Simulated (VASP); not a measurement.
# A slab model of 1T-CrO2 monolayer, part 3 of 3

Aim: model 1T-CrO2 monolayer by a slab and find how far its highest filled level lies below the vacuum.

VASP 6.6.1; PBE with D3(BJ), spin-polarised from a ferromagnetic start (one magnetic atom a cell); plane waves and PAW (O, Cr).

Still holding for the runs below: The cell holds one magnetic atom, so no antiferromagnetic order fits into it.

So far. Step 2 (Relaxing the slab): The run ended after 5 ionic steps, 0.176 eV below its first step, once forces and stress met EDIFFG = -0.02. Step 3 (Potential and states of the slab): The vacuum level lies 7.14 eV above the Fermi level at the upper face; both faces agree, as the slab has next to no dipole.

## 4. The slab in a field, field -0.1

A field across the slab, with the atoms held, gives the electronic response: the dipole changes linearly with the field, and the energy has a linear term from the slab's own dipole and a quadratic one from its polarisability.

Input file INCAR:

```
SYSTEM = CrO2
PREC = Normal
ENCUT = 520
EDIFF = 1E-06
NELM = 120
ISMEAR = -1
SIGMA = 0.05
LREAL = .FALSE.
ALGO = Fast
GGA = PE
IVDW = 12
NBANDS = 18
ISPIN = 2
MAGMOM = 0 0 3
LASPH = .TRUE.
LMAXMIX = 4
LORBIT = 11
LWAVE = .FALSE.
LCHARG = .FALSE.
KPAR = 2
IDIPOL = 3
LDIPOL = .TRUE.
DIPOL = 0.5 0.5 0.5
EFIELD = -0.1
LVHAR = .TRUE.
```

Input file POSCAR:

```
CrO2
1.0
    2.8843978481      0.0000000000      0.0000000000
   -1.4421989241      2.4979618111      0.0000000000
    0.0000000000      0.0000000000     20.1407170870
O Cr
2 1
Direct
    0.6666666667      0.3333333333      0.4523770329
    0.3333333333      0.6666666667      0.5476229671
    0.0000000000      0.0000000000      0.5000000000
```

Input file KPOINTS:

```
Automatic mesh
0
Gamma
12 12 1
0 0 0
```

Potentials, in the order of the species: O and Cr (PBE family, release 64).

Launch:

```console
$ mpirun -np 2 vasp_std
```

Output:

```text
[... set-up lines as in an earlier step ...]
 entering main loop
       N       E                     dE             d eps       ncg     rms          rms(c)
DAV:   1     0.186116865743E+03    0.18612E+03   -0.64831E+03  1368   0.769E+02
DAV:   2     0.560772137867E+01   -0.18051E+03   -0.16169E+03  1612   0.205E+02
DAV:   3    -0.308946543614E+02   -0.36502E+02   -0.34889E+02  1842   0.113E+02
DAV:   4    -0.322526981488E+02   -0.13580E+01   -0.13517E+01  1736   0.265E+01
DAV:   5    -0.322844839741E+02   -0.31786E-01   -0.31766E-01  1672   0.383E+00    0.299E+01
RMM:   6    -0.286735227738E+02    0.36110E+01   -0.31471E+01  1670   0.553E+01    0.373E+01
RMM:   7    -0.247619623334E+02    0.39116E+01   -0.70796E+00  1650   0.198E+01    0.140E+01
RMM:   8    -0.233732784922E+02    0.13887E+01   -0.62780E-01  1588   0.630E+00    0.374E+00
RMM:   9    -0.235201895116E+02   -0.14691E+00   -0.41876E-01  1703   0.431E+00    0.242E+00
RMM:  10    -0.238365816951E+02   -0.31639E+00   -0.10683E-01  1753   0.224E+00    0.144E+00
RMM:  11    -0.240351280966E+02   -0.19855E+00   -0.51990E-02  1765   0.166E+00    0.859E-01
RMM:  12    -0.242538633533E+02   -0.21874E+00   -0.80082E-02  1778   0.172E+00    0.713E-01
RMM:  13    -0.242932249143E+02   -0.39362E-01   -0.17052E-02  1773   0.104E+00    0.396E-01
RMM:  14    -0.243944521583E+02   -0.10123E+00   -0.20138E-02  1775   0.691E-01    0.302E-01
RMM:  15    -0.244727344200E+02   -0.78282E-01   -0.15568E-02  1817   0.588E-01    0.198E-01
RMM:  16    -0.245683055385E+02   -0.95571E-01   -0.11555E-02  1856   0.457E-01    0.117E-01
RMM:  17    -0.245727597757E+02   -0.44542E-02   -0.13333E-03  1906   0.223E-01    0.368E-02
RMM:  18    -0.245733268923E+02   -0.56712E-03   -0.27770E-04  1803   0.872E-02    0.290E-02
RMM:  19    -0.245737628716E+02   -0.43598E-03   -0.99471E-05  1835   0.511E-02    0.160E-02
RMM:  20    -0.245739248918E+02   -0.16202E-03   -0.36867E-05  1753   0.258E-02    0.873E-03
RMM:  21    -0.245740490881E+02   -0.12420E-03   -0.16363E-05  1680   0.207E-02    0.122E-02
RMM:  22    -0.245741292420E+02   -0.80154E-04   -0.13155E-05  1624   0.152E-02    0.481E-03
RMM:  23    -0.245741515977E+02   -0.22356E-04   -0.44746E-06  1541   0.922E-03    0.378E-03
RMM:  24    -0.245741650795E+02   -0.13482E-04   -0.12858E-06  1425   0.643E-03    0.274E-03
RMM:  25    -0.245741716715E+02   -0.65920E-05   -0.50324E-07  1323   0.434E-03    0.144E-03
RMM:  26    -0.245741783998E+02   -0.67283E-05   -0.32126E-07  1302   0.399E-03    0.164E-03
RMM:  27    -0.245741810419E+02   -0.26420E-05   -0.11590E-07  1265   0.308E-03    0.890E-04
RMM:  28    -0.245741816007E+02   -0.55884E-06   -0.41524E-08  1098   0.188E-03
   1 F= -.24888428E+02 E0= -.24881415E+02  d E =-.140266E-01  mag=     2.0000
```

Wall time 33 s (2 MPI ranks of Intel Xeon 6975P-C (Granite Rapids), shared host); peak memory 0.48 GiB.

From OUTCAR (step 4):

```text
The static configuration has the point symmetry D_3d.

 Found     19 irreducible k-points:

   NELECT =      18.0000    total number of electrons

 dipolmoment           0.000000      0.000000     -0.012196 electrons x Angstroem

 E-fermi :  -4.9397

 spin component 1
 k-point     1 :       0.0000    0.0000    0.0000
  band No.  band energies     occupation
    ...
      6      -6.9065      1.00000
      7      -6.4619      1.00000
      8      -6.4618      1.00000
      9      -6.2553      1.00000
     10      -6.2553      1.00000
     11      -4.2514      0.00000
     12      -1.3093      0.00000
     13      -1.3092      0.00000
     14       1.3088      0.00000
     15       1.8637      0.00000
    ...

 k-point     2 :       0.0833    0.0000    0.0000
  band No.  band energies     occupation
    ...
      6      -7.1813      1.00000
      7      -6.9647      1.00000
      8      -6.7327      1.00000
      9      -5.8677      1.00000
     10      -5.7808      1.00000
     11      -4.2511      0.00000
     12      -1.5340      0.00000
     13      -1.3606      0.00000
     14       1.5097      0.00000
     15       2.0492      0.00000
    ...

 k-point     3 :       0.1667    0.0000    0.0000
  band No.  band energies     occupation
    ...
      6      -8.1472      1.00000
      7      -7.4920      1.00000
      8      -6.4690      1.00000
      9      -5.6009      1.00000
     10      -5.3510      0.99973
     11      -4.3034      0.00000
     12      -2.0103      0.00000
     13      -1.4731      0.00000
     14       2.0628      0.00000
     15       2.5760      0.00000
    ...

 k-point     4 :       0.2500   -0.0000    0.0000
  band No.  band energies     occupation
    ...
      6      -8.9888      1.00000
      7      -7.8633      1.00000
      8      -6.4008      1.00000
      9      -5.4339      0.99995
     10      -5.1552      0.98676
     11      -4.4842      0.00011
     12      -2.3334      0.00000
     13      -1.5537      0.00000
     14       2.9008      0.00000
     15       3.3822      0.00000
    ...

 Edisp (eV)   -0.31425

  Total       0.06710     0.06710    -0.05771    -0.00000     0.00000    -0.00000
  in kB       0.74087     0.74087    -0.63712    -0.00000     0.00000    -0.00000
  external pressure =        0.28 kB  Pullay stress =        0.00 kB

 POSITION                                       TOTAL-FORCE (eV/Angst)
 -----------------------------------------------------------------------------------
      1.44220      0.83265      9.11120        -0.000000     -0.000000     -0.020075
     -0.00000      1.66531     11.02952         0.000000     -0.000000     -0.038972
      0.00000      0.00000     10.07036        -0.000000      0.000000      0.059047
 -----------------------------------------------------------------------------------
    total drift:                                0.000000      0.000000      0.000045

  FREE ENERGIE OF THE ION-ELECTRON SYSTEM (eV)
  ---------------------------------------------------
  free  energy   TOTEN  =       -24.8884279221 eV

  energy  without entropy=      -24.8744012835  energy(sigma->0) =      -24.88141460

 vacuum level on the upper side and lower side of the slab         3.015         1.379

 total charge
# of ion       s       p       d       tot
------------------------------------------
    1        1.581   3.413   0.000   4.994
    2        1.582   3.411   0.000   4.992
    3        0.478   0.870   4.318   5.667
--------------------------------------------------
tot          3.641   7.694   4.318  15.654

 magnetization (x)
# of ion       s       p       d       tot
------------------------------------------
    1        0.000  -0.062   0.000  -0.062
    2        0.000  -0.064   0.000  -0.064
    3        0.025   0.020   2.038   2.083
--------------------------------------------------
tot          0.026  -0.106   2.038   1.958

[... 8 parts as in an earlier step ...]

[... 9 further parts left out ...]
```

This step gave:

```
Fermi energy  : -4.940 eV
dipole moment : 0, 0, -0.01220 e·Å
```

Zero at the Fermi level. Planar average of the electrostatic potential against height:

height (Å), planar average of the electrostatic potential (eV) and a bar from the least value:
```
        0        7.1 #############################
        1        6.4 ############################
        2        6.5 ############################
        3        6.6 ############################
        4        6.7 ############################
        5        6.8 ############################
        6        6.9 ############################
        7        7.0 ############################
        8        6.6 ############################
        9       -5.9 #######
       10      -10.2 
       11       -7.6 ####
       12        6.4 ############################
       13        7.3 #############################
       14        7.4 #############################
       15        7.5 #############################
       16        7.6 ##############################
       17        7.7 ##############################
       18        7.8 ##############################
       19        7.9 ##############################
       20        7.6 ##############################
```

Force by atom:

```tsv
atom	x (eV/Å)	y (eV/Å)	z (eV/Å)	size
O1	0.0000	0.0000	-0.0201	0.0201
O2	0.0000	0.0000	-0.0390	0.0390
Cr3	0.0000	0.0000	0.0590	0.0590
```

Energy at zero smearing: -24.88141 eV.

## 5. The slab in a field, field 0.1

Changes to INCAR since step 4:

```diff
@@ -23,3 +23,3 @@
 DIPOL = 0.5 0.5 0.5
-EFIELD = -0.1
+EFIELD = 0.1
 LVHAR = .TRUE.
```

POSCAR is that of step 4.

KPOINTS is that of step 4.

Launch:

```console
$ mpirun -np 2 vasp_std
```

Output:

```text
[... set-up lines as in an earlier step ...]
 entering main loop
       N       E                     dE             d eps       ncg     rms          rms(c)
DAV:   1     0.185980754096E+03    0.18598E+03   -0.64846E+03  1368   0.769E+02
DAV:   2     0.501362908400E+01   -0.18097E+03   -0.16169E+03  1634   0.206E+02
DAV:   3    -0.309391886647E+02   -0.35953E+02   -0.34549E+02  1826   0.114E+02
DAV:   4    -0.322515734842E+02   -0.13124E+01   -0.13064E+01  1710   0.267E+01
DAV:   5    -0.322844406885E+02   -0.32867E-01   -0.32843E-01  1686   0.392E+00    0.299E+01
RMM:   6    -0.286670559392E+02    0.36174E+01   -0.31472E+01  1669   0.553E+01    0.373E+01
RMM:   7    -0.247638965809E+02    0.39032E+01   -0.70999E+00  1660   0.199E+01    0.140E+01
RMM:   8    -0.233745326480E+02    0.13894E+01   -0.62744E-01  1593   0.630E+00    0.375E+00
RMM:   9    -0.235194257183E+02   -0.14489E+00   -0.41861E-01  1695   0.432E+00    0.242E+00
RMM:  10    -0.238363253361E+02   -0.31690E+00   -0.10708E-01  1760   0.225E+00    0.145E+00
RMM:  11    -0.240348214926E+02   -0.19850E+00   -0.52072E-02  1766   0.166E+00    0.859E-01
RMM:  12    -0.242539784725E+02   -0.21916E+00   -0.80588E-02  1779   0.172E+00    0.712E-01
RMM:  13    -0.242934229768E+02   -0.39445E-01   -0.16827E-02  1773   0.103E+00    0.395E-01
RMM:  14    -0.243934283877E+02   -0.10001E+00   -0.19859E-02  1776   0.689E-01    0.299E-01
RMM:  15    -0.244722883642E+02   -0.78860E-01   -0.15931E-02  1819   0.590E-01    0.199E-01
RMM:  16    -0.245678890520E+02   -0.95601E-01   -0.11646E-02  1859   0.459E-01    0.121E-01
RMM:  17    -0.245727444927E+02   -0.48554E-02   -0.13991E-03  1907   0.225E-01    0.369E-02
RMM:  18    -0.245733279469E+02   -0.58345E-03   -0.29705E-04  1814   0.886E-02    0.286E-02
RMM:  19    -0.245737563027E+02   -0.42836E-03   -0.98080E-05  1840   0.505E-02    0.170E-02
RMM:  20    -0.245739229124E+02   -0.16661E-03   -0.35381E-05  1764   0.256E-02    0.846E-03
RMM:  21    -0.245740500710E+02   -0.12716E-03   -0.16067E-05  1681   0.206E-02    0.124E-02
RMM:  22    -0.245741274250E+02   -0.77354E-04   -0.12812E-05  1625   0.147E-02    0.424E-03
RMM:  23    -0.245741524994E+02   -0.25074E-04   -0.46958E-06  1548   0.932E-03    0.391E-03
RMM:  24    -0.245741646358E+02   -0.12136E-04   -0.13185E-06  1430   0.681E-03    0.289E-03
RMM:  25    -0.245741717771E+02   -0.71414E-05   -0.53188E-07  1337   0.447E-03    0.131E-03
RMM:  26    -0.245741782754E+02   -0.64982E-05   -0.32180E-07  1302   0.407E-03    0.161E-03
RMM:  27    -0.245741809613E+02   -0.26859E-05   -0.11352E-07  1269   0.322E-03    0.968E-04
RMM:  28    -0.245741816238E+02   -0.66244E-06   -0.44874E-08  1128   0.196E-03
   1 F= -.24888428E+02 E0= -.24881415E+02  d E =-.140266E-01  mag=     2.0000
```

Elapsed: 36 s, on 2 MPI ranks; peak memory 0.48 GiB.

Parts of OUTCAR (step 5):

```text
   NELECT =      18.0000    total number of electrons

 dipolmoment           0.000000      0.000000      0.012196 electrons x Angstroem

 E-fermi :  -4.9397

 spin component 1
 k-point     1 :       0.0000    0.0000    0.0000
  band No.  band energies     occupation
    ...
      6      -6.9065      1.00000
      7      -6.4619      1.00000
      8      -6.4618      1.00000
      9      -6.2553      1.00000
     10      -6.2553      1.00000
     11      -4.2514      0.00000
     12      -1.3093      0.00000
     13      -1.3092      0.00000
     14       1.3089      0.00000
     15       1.8639      0.00000
    ...

 k-point     2 :       0.0833    0.0000    0.0000
  band No.  band energies     occupation
    ...
      6      -7.1813      1.00000
      7      -6.9647      1.00000
      8      -6.7327      1.00000
      9      -5.8677      1.00000
     10      -5.7808      1.00000
     11      -4.2511      0.00000
     12      -1.5340      0.00000
     13      -1.3606      0.00000
     14       1.5098      0.00000
     15       2.0494      0.00000
    ...

 Edisp (eV)   -0.31425

  Total       0.06700     0.06700    -0.05776    -0.00000     0.00000     0.00000
  in kB       0.73976     0.73976    -0.63767    -0.00000     0.00000     0.00000
  external pressure =        0.28 kB  Pullay stress =        0.00 kB

 POSITION                                       TOTAL-FORCE (eV/Angst)
 -----------------------------------------------------------------------------------
      1.44220      0.83265      9.11120        -0.000000      0.000000      0.038960
     -0.00000      1.66531     11.02952         0.000000     -0.000000      0.020088
      0.00000      0.00000     10.07036        -0.000000     -0.000000     -0.059049
 -----------------------------------------------------------------------------------
    total drift:                               -0.000000     -0.000000     -0.000059

  FREE ENERGIE OF THE ION-ELECTRON SYSTEM (eV)
  ---------------------------------------------------
  free  energy   TOTEN  =       -24.8884279451 eV

  energy  without entropy=      -24.8744013036  energy(sigma->0) =      -24.88141462

 vacuum level on the upper side and lower side of the slab         1.379         3.015

 magnetization (x)
# of ion       s       p       d       tot
------------------------------------------
    1        0.000  -0.064   0.000  -0.064
    2        0.000  -0.062   0.000  -0.062
    3        0.025   0.020   2.038   2.083
--------------------------------------------------
tot          0.026  -0.106   2.038   1.958

[... 10 parts as in an earlier step ...]

[... 12 further parts left out ...]
```

This step gave:

```
dipole moment : 0, 0, 0.01220 e·Å
```

Zero at the Fermi level. Planar average of the electrostatic potential against height:

```tsv
height (Å)	planar average of the electrostatic potential (eV)
0.0	7.14
0.5	7.94
1.0	7.89
1.5	7.84
2.0	7.79
2.5	7.74
3.0	7.69
3.5	7.64
4.0	7.59
4.5	7.54
5.0	7.49
5.5	7.44
6.0	7.39
6.5	7.34
7.0	7.28
7.5	7.17
8.0	6.75
8.5	4.10
9.0	-5.87
9.5	-9.38
10.0	-10.2
10.5	-9.05
11.0	-7.66
11.5	1.44
12.0	6.31
12.5	6.93
13.0	6.98
13.5	6.94
14.0	6.90
14.5	6.85
15.0	6.80
15.5	6.75
16.0	6.70
16.5	6.65
17.0	6.60
17.5	6.55
18.0	6.50
18.5	6.45
19.0	6.40
19.5	6.35
20.0	6.66
```

Force by atom:

```tsv
atom	x (eV/Å)	y (eV/Å)	z (eV/Å)	size
O1	0.0000	0.0000	0.0390	0.0390
O2	0.0000	0.0000	0.0201	0.0201
Cr3	0.0000	0.0000	-0.0590	0.0590
```

Energy at zero smearing: -24.88141 eV.

## 6. Derived quantities

This step: slab, PBE + D3(BJ); plane waves and PAW (VASP 6.6.1).

Derived from the runs above.

Numbers from this step:

| Quantity | Value |
| --- | --- |
| polarisability per area of the slab or monolayer | 0.2437 Å |

VASP counts both for electrons: a positive EFIELD is a field along -c, and a positive dipole, in electrons times A, points along -c. Field, by row:

```tsv
EFIELD (eV/Å)	dipole along z (e Å)	energy change (eV)
-0.1	-0.0122	-6.10e-4
0	0	0
0.1	0.0122	-6.10e-4
```

The polarisability is the slope of the dipole against the field, as a volume for each unit of area.

## 7. What came out

```
work function of the slab                        : 7.14 eV
polarisability per area of the slab or monolayer : 0.244 Å
```

**Reading.** The work function is 7.14 eV at both faces. The atom that ends on top (O) moved inwards by 0.11 Å, counted from the mean of all atoms. The largest moment is 2.08 μB.

[Lines on the potential files, build, host, timing and source positions are cut from VASP's logs without a mark.]

[Logs are printed without paths, hosts, clocks, repeated set-up lines and the standing remarks that a program may print on its own settings, such as how far it seeks lower states.]

[Hosts, paths, dates, database ids (printed as entryN), source tags and the programs' standing remarks are cut or masked in the printed files.]

[In band tables of VASP the shares of atoms and orbitals are scaled to a sum of 1 inside the atoms' spheres.]

[Runs that stopped without an error message from VASP are left out.]
